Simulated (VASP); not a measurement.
Write the native input for VASP 6.6.1 that does the following.

```yaml
Task: single point
Functional: PBEsol
Potentials_or_basis: VASP PAW PBE potentials, release 64 (Pb_d)
Cutoff: 520 eV
k_mesh: 6 × 6 × 6
Occupations: gaussian, width 0.1 eV
Spin: no spin polarisation
Dipole_correction: no
Further_INCAR_settings: ALGO = Normal; EDIFF = 1e-06; NBANDS = 96
```

The structure of Pb lies in POSCAR:

```
Pb
1.0
    7.5220070164      0.0000000000      0.0000000000
    0.0000000000      7.5220070164      0.0000000000
    0.0000000000      0.0000000000      6.6939831340
Pb
12
Direct
    0.3481976731      0.3482620635      0.5000000000
    0.1518023269      0.8482620635      0.5000000000
    0.6518023269      0.6517379365      0.5000000000
    0.8481976731      0.1517379365      0.5000000000
    0.6517379365      0.3481976731      0.0000000000
    0.8482620635      0.8481976731      0.0000000000
    0.3482620635      0.6518023269      0.0000000000
    0.1517379365      0.1518023269      0.0000000000
    0.0000000000      0.5000000000      0.7500000000
    0.5000000000      0.0000000000      0.7500000000
    0.0000000000      0.5000000000      0.2500000000
    0.5000000000      0.0000000000      0.2500000000
```

This isn't the form of Pb at room conditions, which is fcc.

One way to write it, as run:

INCAR

```
SYSTEM = Pb
  ALGO = Normal
  EDIFF = 1E-6
  ENCUT = 520
  GGA = PS
  ISIF = 2
  ISMEAR = 0
  LASPH = .TRUE.
  LCHARG = .FALSE.
  LREAL = .FALSE.
  LWAVE = .FALSE.
  NBANDS = 96
  NELM = 80
  PREC = Accurate
  SIGMA = 0.1
```

KPOINTS

```
k-points
0
G
  6 6 6
  0 0 0
```

Potentials or basis: VASP PAW PBE potentials, release 64 (Pb_d).

Run with:

```sh
$ cat potpaw_PBE.64/Pb_d/POTCAR > POTCAR
$ mpirun -np 1 vasp_std > vasp.out
```

It gave:

- Pressure: -0.1 GPa
- Band gap on the k mesh: none (metal or under the smearing width)

Caveat: the PAW data sets were made with another functional, which shifts forces and pressure a little.

It took 17 min on 1 thread of Intel(R) Xeon(R) 6975P-C (Granite Rapids), with other jobs on the host, peak memory 1 GiB.
